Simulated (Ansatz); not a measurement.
# Stiffness of CaSe from strained cells

```yaml
crystal:
  lattice:
    - [0.00000, 2.95600, 2.95600]
    - [2.95600, 0.00000, 2.95600]
    - [2.95600, 2.95600, 0.00000]
  atoms:
    - { symbol: Ca, position: [0.00000, 0.00000, 0.00000] }
    - { symbol: Se, position: [0.50000, 0.50000, 0.50000] }
```

Atoms are numbered in the order listed.

The cell is COD entry 1010880, as deposited and not checked against the literature; nothing was relaxed. It is an old determination, and later ones may differ.

The calculation used DFT, PBE, all-electron LAPW, scalar-relativistic in Ansatz 0.2.0.

Sampling and basis: a Γ-centred 7×7×7 k mesh, Fermi–Dirac smearing of 0.02 eV, basis error target 0.25 meV/atom, no spin polarisation.

The unstrained cell is at 1.17 GPa. Large strains and very small stresses are left out. Each strain is applied once, with fractional coordinates held (clamped ions), and σ below is the change of stress, positive in tension. One finite strain gives stress–strain coefficients at this pressure with an error of the order of the strain times third-order constants, a few per cent for each per cent of strain.

**Question.** With z strained by +3 % at fixed volume, the run gives σzz − σxx = 3.94 GPa and εzz − εxx = 0.0447. Which stiffness follows?

**Answer.** C11 − C12 = (σzz − σxx)/(εzz − εxx) = 88 GPa.

**Question.** Scaling the volume by 0.9750 and 1.0250 gives 2.57 GPa and -0.07 GPa. Combine this with the best C11 − C12 to estimate C11 and C12.

**Answer.** B = −ΔP/Δln V = 52.7 GPa = (C11 + 2 C12)/3; with C11 − C12 = 88.2 GPa, C11 = B + (2/3)(C11 − C12) = 112 GPa and C12 = B − (C11 − C12)/3 = 23 GPa.
